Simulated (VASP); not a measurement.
Write the native input for VASP 6.6.1 that does the following.

```yaml
Task: band structure
Functional: r2SCANh
Potentials_or_basis: VASP PAW PBE potentials, release 64 (Ag)
Cutoff: 520 eV
k_mesh: 6 × 6 × 6
Occupations: fermi-dirac, width 0.05 eV
Spin: no spin polarisation
Grid_for_exact_exchange_PRECFOCK: Normal
Exchange_at_q_=_0: default
Further_INCAR_settings: ALGO = Normal; EDIFF = 1e-06
```

Crystal: Ag.

```
Ag
1.0
     0.00000    2.04275    2.04275
     2.04275    0.00000    2.04275
     2.04275    2.04275    0.00000
Ag
1
Direct
  0.00000 0.00000 0.00000
```

The input as run:

POSCAR

```
Ag
1.0
    0.0000000000      2.0427500000      2.0427500000
    2.0427500000      0.0000000000      2.0427500000
    2.0427500000      2.0427500000      0.0000000000
Ag
1
Direct
    0.0000000000      0.0000000000      0.0000000000
```

INCAR.step1

```
PREC = Accurate ; ENCUT = 520
EDIFF = 1E-5 ; ISMEAR = -1
SIGMA = 0.05 ; LREAL = False
LASPH = True ; NELM = 60
ALGO = Normal ; ISIF = 2
LWAVE = True ; LCHARG = False
LMAXMIX = 4 ; GGA = PE
```

INCAR.step2

```
PREC = Accurate ; ENCUT = 520
EDIFF = 1E-6 ; ISMEAR = -1
SIGMA = 0.05 ; LREAL = False
LASPH = True ; NELM = 60
ALGO = Normal ; ISIF = 2
LWAVE = False ; LCHARG = False
LMAXMIX = 4 ; METAGGA = R2SCAN
LHFCALC = True ; AEXX = 0.1
LMIXTAU = True ; PRECFOCK = Normal
ISTART = 1
```

KPOINTS

```
Automatic mesh
0
Gamma
  6 6 6
```

KPOINTS_OPT

```
path GXWKGLUWLK,UX
12
line-mode
reciprocal
 0.0000000000  0.0000000000  0.0000000000  G
 0.5000000000  0.0000000000  0.5000000000  X

 0.5000000000  0.0000000000  0.5000000000  X
 0.5000000000  0.2500000000  0.7500000000  W

 0.5000000000  0.2500000000  0.7500000000  W
 0.3750000000  0.3750000000  0.7500000000  K

 0.3750000000  0.3750000000  0.7500000000  K
 0.0000000000  0.0000000000  0.0000000000  G

 0.0000000000  0.0000000000  0.0000000000  G
 0.5000000000  0.5000000000  0.5000000000  L

 0.5000000000  0.5000000000  0.5000000000  L
 0.6250000000  0.2500000000  0.6250000000  U

 0.6250000000  0.2500000000  0.6250000000  U
 0.5000000000  0.2500000000  0.7500000000  W

 0.5000000000  0.2500000000  0.7500000000  W
 0.5000000000  0.5000000000  0.5000000000  L

 0.5000000000  0.5000000000  0.5000000000  L
 0.3750000000  0.3750000000  0.7500000000  K

 0.6250000000  0.2500000000  0.6250000000  U
 0.5000000000  0.0000000000  0.5000000000  X
```

Potentials or basis: VASP PAW PBE potentials, release 64 (Ag).

Command:

```bash
$ cat potpaw_PBE.64/Ag/POTCAR > POTCAR
$ cp INCAR.step1 INCAR
$ mpirun -np 1 vasp_std > vasp.out
$ cp INCAR.step2 INCAR
$ mpirun -np 1 vasp_std > vasp.out
```

It gave:

* Pressure: 2.6 GPa

Caveat: the k mesh is coarse (spacing up to 0.44 Å⁻¹), so the values aren't converged, least of all with exact exchange; an unscreened hybrid on a path of extra k points without a Coulomb cutoff has errors near the mesh points, so the bands along the path aren't reliable; the PAW data sets were made with another functional, which shifts forces and pressure a little.

Run time: 30 min on 1 thread of Intel(R) Xeon(R) 6975P-C (Granite Rapids), with other jobs on the host, peak memory 0.17 GiB.
